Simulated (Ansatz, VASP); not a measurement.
Given: the input of a run of Ansatz 0.2.0 on Cs. 

File input.yaml:

```yaml
crystal:
  lattice:
    - [-3.1284650614, 3.1284650614, 3.1284650614]
    - [3.1284650614, -3.1284650614, 3.1284650614]
    - [3.1284650614, 3.1284650614, -3.1284650614]
  atoms:
    - { symbol: Cs, position: [0.0, 0.0, 0.0] }
hamiltonian:
  xc: rpbe
  pseudopotentials: { kind: paw }
kpoints:
  mp_grid: { grid: [6, 6, 6] }
scf:
  occupations: { method: gaussian, width: 0.02 }
output:
  forces: true
  stress: true
  eigenvalues: true
```

Potentials or basis: Ansatz PAW.

The run is started by

```console
$ ansatz run input.yaml --threads 1 --pin off --max-ram 3584MiB --backend cpu --events-out ev --progress --plain --runs-dir out
```

Q: Set up the same calculation for VASP 6.6.1. Potentials or basis there: PBE PAW files Cs_sv, 500 eV.

A: As run (cutoffs and basis follow the program's own potentials, and thresholds, step limits or extra output files can differ):

Contents of INCAR:

```
  PREC = Accurate
  ENCUT = 500
  EDIFF = 1E-7
  ISMEAR = 0
  SIGMA = 0.02
  LREAL = False
  LASPH = True
  NELM = 80
  ALGO = Fast
  ISIF = 2
  LWAVE = False
  LCHARG = False
  GGA = RP
```

Contents of KPOINTS:

```
Automatic mesh
0
Gamma
  6 6 6
```

File POSCAR:

```
Cs
1.0
   -3.1284650614      3.1284650614      3.1284650614
    3.1284650614     -3.1284650614      3.1284650614
    3.1284650614      3.1284650614     -3.1284650614
Cs
1
Cartesian
    0.0000000000      0.0000000000      0.0000000000
```

Potentials or basis: VASP PAW PBE potentials, release 64 (Cs_sv).

Command:

```sh
$ cat potpaw_PBE.64/Cs_sv/POTCAR > POTCAR
$ mpirun -np 1 vasp_std > vasp.out
```

Both were run:

|  | Ansatz | VASP |
| --- | --- | --- |
| Pressure | 0.2 GPa | 0.1 GPa |

Ansatz's pressure holds a Pulay term of +0.00 GPa for its cutoff of 420 eV, which the other run lacks.

Ansatz's potentials were made for PBE. VASP's potentials were made for PBE.

Where Ansatz's input types no cutoff or centring, it takes its own default and a Γ-centred mesh.

Pressure is positive in compression.
